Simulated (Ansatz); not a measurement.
A series in volume scale on AlN

Periodic Kohn-Sham DFT of a crystal at fixed atoms, scaled to volume_scale times the given cell; pressure positive in compression, energy less spherical unpolarised free atoms, largest_vzz the field gradient of largest size among the nuclei. The results are calculated, by Ansatz 0.2.0.

The cell before it is scaled or strained (space group P6_3mc, No. 186):
```
CELL_PARAMETERS angstrom
3.11100 0.00000 0.00000
-1.55550 2.69420 0.00000
0.00000 0.00000 4.97800
ATOMIC_POSITIONS crystal
Al 0.33333 0.66667 0.00000
Al 0.66667 0.33333 0.50000
N 0.33333 0.66667 0.38500
N 0.66667 0.33333 0.88500
```

Settings of every row: method all-electron PAW; functional PBEsol; relativity scalar; k mesh 11x11x6; filling fermi-dirac; smearing width 0.02 eV; nucleus gaussian.

Atom start moment: 0 on all atoms.

| row | volume scale | V (Å³/atom) | largest V_zz (1e21 V/m^2) | pressure (GPa) |
| --- | --- | --- | --- | --- |
| 1 | 0.94 | 9.805 | 0.883 | 14.562 |
| 2 | 0.96 | 10.014 | 0.863 | 9.378 |
| 3 | 0.98 | 10.222 | 0.843 | 4.68 |
| 4 | 0.99 | 10.327 | 0.834 | 2.498 |
| 5 | 1 | 10.431 | ? | ? |
| 6 | 1.01 | 10.535 | 0.815 | -1.559 |
| 7 | 1.02 | 10.64 | 0.806 | -3.443 |
| 8 | 1.04 | 10.848 | 0.789 | -6.945 |
| 9 | 1.06 | 11.057 | 0.773 | -10.122 |

Question: what largest V_zz and pressure should row 5 give?

Worked fit of largest V_zz. Take t = volume scale − 1. The shown rows have t = -0.06, -0.04, -0.02, -0.01, 0.01, 0.02, 0.04, 0.06. Least squares give largest V_zz = 0.8243 − 0.92 × t + 1.04 × t² 1e21 V/m^2; a straight line predicts inner rows, each left out in turn, worse (root mean square 0.0012 against 0.00034 1e21 V/m^2). All shown rows lie on it to the printed digit. The withheld row has t = 0, so the fit gives 0.8243 − 0.92 × (0) + 1.04 × (0)² = 0.824 1e21 V/m^2.

The calculation gave 0.824 1e21 V/m^2. The fit meets it to the printed digit.

Worked fit of pressure. Take u = (V_r/V)^(2/3) − 1 with V_r = 10.431 Å³ an atom, which is twice the finite (Eulerian) strain; such expansions in the strain, on which the Birch-Murnaghan equation of state is built, carry the rest volume and the bulk modulus. The shown rows have u = 0.04212, 0.02757, 0.01358, 0.0067, -0.00659, -0.01314, -0.02579, -0.03811. Least squares give pressure = 0.4198 + 304.611 × u + 737.5 × u² GPa; a straight line predicts inner rows, each left out in turn, worse (root mean square 0.38 against 0.0098 GPa). The rows lie off it by 0.004, -0.001, -0.012, 0.004, -0.003, 0.012, 0.001, -0.004 (root mean square 0.0066 GPa). The pressure vanishes at u = -0.0014, or V = 10.45 Å³ an atom, and there the bulk modulus at fixed shape and fractions is B = −V dP/dV = (2/3)(1 + u) dP/du = 201 GPa. Letting shape and atoms relax would as a rule lower it, by much in layered, chain or molecular crystals. The withheld row has u = 0, so the fit gives 0.4198 + 304.611 × (0) + 737.5 × (0)² = 0.420 GPa.

The calculation gave 0.42 GPa. The fit meets it to the printed digit.
